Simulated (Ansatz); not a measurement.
Consider the formal exchange of groups at a B–N bond: `NB(Cl)Cl` + `CCCOCC` → `CCOB(Cl)Cl` + `CCCN`.

Gas-phase electronic energies from Ansatz, PBE0-D4/def2-TZVP geometries. CCSD(T)/CBS is the MP2 limit (def2-TZVPP, def2-QZVPP) plus CCSD(T) − MP2 in def2-TZVPP, frozen cores. DFT in def2-TZVPP. One conformer a species, not always the lowest.

Problem. Is it downhill or uphill in electronic energy at CCSD(T)/CBS, and by how much? (Best estimate.)

Solution. The calculation gave: Downhill: ΔE = -12.2 kJ/mol.

Problem. What do these levels give: PBE-D4, r2SCAN-D4, PBE0-D4, ωB97M-V, r2SCAN, HF/def2-TZVPP, MP2/def2-TZVPP, SCS-MP2/def2-TZVPP, CCSD/def2-TZVPP, CCSD(T)/def2-TZVPP, MP2/def2-QZVPP, CCSD/CBS(def2)? (Estimate.)

Solution. The calculation gave: PBE-D4 -9.0, r2SCAN-D4 -9.2, PBE0-D4 -8.7, ωB97M-V -9.8, r2SCAN -9.1, HF/def2-TZVPP -9.0, MP2/def2-TZVPP -12.8, SCS-MP2/def2-TZVPP -12.2, CCSD/def2-TZVPP -11.3, CCSD(T)/def2-TZVPP -12.0, MP2/def2-QZVPP -13.2, CCSD/CBS(def2) -11.5 kJ/mol.

Largest T1 diagnostic among the species: 0.011.
